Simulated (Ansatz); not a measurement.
# What a trial cell of Fe relaxes into

Theory: Ansatz, DFT r2SCAN, scalar-relativistic, plane waves, PAW.

Fe was placed on the beta-tin structure type (I4_1/amd, No. 141), at a guessed volume.

Input of the last, converged step (default PAW datasets):

```yaml
crystal:
  lattice:
    - [-2.3087995591, 2.3087995591, 1.2278811954]
    - [2.3087995591, -2.3087995591, 1.2278811954]
    - [2.3087995591, 2.3087995591, -1.2278811954]
  atoms:
    - { symbol: Fe, position: [0.0, 0.0, 0.0], spin: 3.17 }
    - { symbol: Fe, position: [0.75, 0.25, 0.5], spin: 3.17 }
basis:
  ecutwfc: 500
kpoints:
  mp_grid: { grid: [26, 26, 26] }
hamiltonian:
  xc: r2scan
scf:
  occupations: { method: gaussian, width: 0.1 }
output:
  forces: true
  stress: true
  eigenvalues: true
  populations: true
magnetization:
  spin_polarized: true
relax:
  adjacent_minimum: "off"
  f_tol: 0.01
  max_steps: 80
  cell: { stress_tol: 0.05 }
```

It can be run as:

```bash
ansatz run input.yaml --threads 1 --pin off --backend cpu --events-out ev --progress --plain --runs-dir out  # memory cap (--max-ram) not shown
```

End of the output:

```
SCF converged after 10 iterations
Stability not checked: this state was not tested for a lower state beside it, because the mixer in use, unlike msr1, does not test its closes by its own steps (another_mixer; see scf.mixing.algorithm and scf.lower_state_search)
Magnetization: 5.5837 μB (18.7918 up, 13.2082 down)
Absolute magnetization: 5.9717 μB (∫|ρ↑−ρ↓|, with the PAW one-centre terms)
Spin contamination: 0.1738 ħ² per cell (⟨S²⟩ above its minimum at these occupations)
Per-site moments (μB) at R_I (Å): [(2.850829, 0.985084), (2.850829, 0.985084)]
Free energy (F): -8970.852170 eV
Harris-Foulkes:  -8970.852170 eV  (|F-HF|=7.28e-12)
Internal energy: -8970.846671 eV  (E = F + TS)
E sigma→0 (E₀):  -8970.849421 eV
Entropy (-TS):   -0.005500 eV (-2.750 meV/atom)
Fermi energy:    15.904947 eV
--- Per-component energies (eV) ---
  E_band       = -551.169163
  E_kinetic    = 696.741784
  E_local      = -4575.164207  (includes V_loc(G=0)·N_el)
  E_nonlocal   = 452.006720
  E_hartree    = 1917.419450
  E_xc         = -223.980008
  E_vxc        = -332.849540  (∫ρ·V_xc dr)
  E_paw        = -2762.751849  (= ΣΔE_a)
  E_vpaw       = -650.964254  (= ΣTr[D̂ρ^β])
  E_aug_tail   = 0.000570  (compensation charges beyond the density's cutoff)
  E_vtau       = 24.221089  (kinetic-family band-sum trace: ∫τ·v_τ [+ j·A + Jᵃ·Aᵃ] dr)
  E_ewald      = -4474.540181
  E_core_change = -0.578950  (= ΣΔE_core)
  E_smearing   = -0.005500  (= −TS)
  E_closure    = 0.000000  (closes the sum)
  Σ components = -8970.852170   (vs F -8970.852170, Δ=0.00e0)
--- Forces (eV/Å), atoms counted from 1 ---
  atom   1  Fe     0.00000000     0.00000000     0.00000000
  atom   2  Fe     0.00000000     0.00000000     0.00000000
  max |Σ_I F_I| component: 2.43e-17 eV/Å
--- Stress (GPa, compression-positive) ---
        0.001645       0.000000       0.000000
        0.000000       0.001645       0.000000
        0.000000       0.000000      -0.001563
  P = ⅓ Tr σ = 0.0006 GPa (0.006 kbar)
  k-point 0 ↑: bands = ["-76.3430", "-76.2425", "-41.1654", "-41.1654", "-40.8446", "-40.8446", "-40.8224", "-40.8177", "7.5232", "10.3788", "11.6257", "11.8812", "12.2369", "13.7708", "13.7708", "13.8064", "13.8064", "14.4037", "15.7027", "21.5646", "21.5646", "27.5285", "28.7068", "36.0876"]
  k-point 1 ↑: bands = ["-76.3427", "-76.2429", "-41.1643", "-41.1643", "-40.8477", "-40.8459", "-40.8205", "-40.8176", "7.5469", "10.3900", "11.6321", "11.8763", "12.2315", "13.7694", "13.7749", "13.8104", "13.8110", "14.3956", "15.6717", "21.3961", "21.6190", "27.6225", "28.8201", "35.8902"]
  k-point 2 ↑: bands = ["-76.3416", "-76.2440", "-41.1613", "-41.1612", "-40.8551", "-40.8498", "-40.8173", "-40.8165", "7.6178", "10.4232", "11.6514", "11.8620", "12.2160", "13.7648", "13.7866", "13.8221", "13.8239", "14.3721", "15.5826", "20.9431", "21.7785", "27.8097", "29.2034", "35.3937"]
  k-point 1329 ↓: bands = ["-71.9074", "-71.9074", "-36.9144", "-36.9144", "-36.4989", "-36.4989", "-36.4238", "-36.4238", "12.4417", "12.4417", "14.3223", "14.3223", "14.8981", "14.8981", "18.0876", "18.0876", "18.5510", "18.5510", "18.5928", "18.5928", "22.3338", "22.3338", "36.8009", "36.8009"]
--- Relaxed structure (3 steps of the walk, 3 accepted, 1 SCFs on fresh bases) ---
  F+E_penalty+E_count = -8970.85217039 eV   max|allowed force component| = 1.735e-18 eV/Å   (the final SCF, on the basis selected at the relaxed cell)
  cell:  # Å, volume = 26.1027 Å³
    - [-2.308224, 2.308224, 1.224813]
    - [2.308224, -2.308224, 1.224813]
    - [2.308224, 2.308224, -1.224813]
  atoms:
    - { symbol: Fe, position: [0.0, 0.000000, 0.000000] }
    - { symbol: Fe, position: [0.75, 0.250000, 0.5] }
--- Löwdin populations: 2 sites ---
  site symbol q [e]    m [muB]
     0     Fe     15.7565     2.8956
     1     Fe     15.7565     2.8956
  spilling = 0.015221 (of n_electrons = 32.000000)
```

Absolute energies hang on the potentials; compare differences alone.

The result has space group I4_1/amd (No. 141). Fe has 6 Fe at 2.39–2.45 Å.

It lies 0.47 eV/atom above the element's standard state at the same level.

The k mesh leaves about 4 meV/atom of noise in metals. The magnetic state reached may not be the lowest.

A structure relaxed within its symmetry needn't be a true minimum.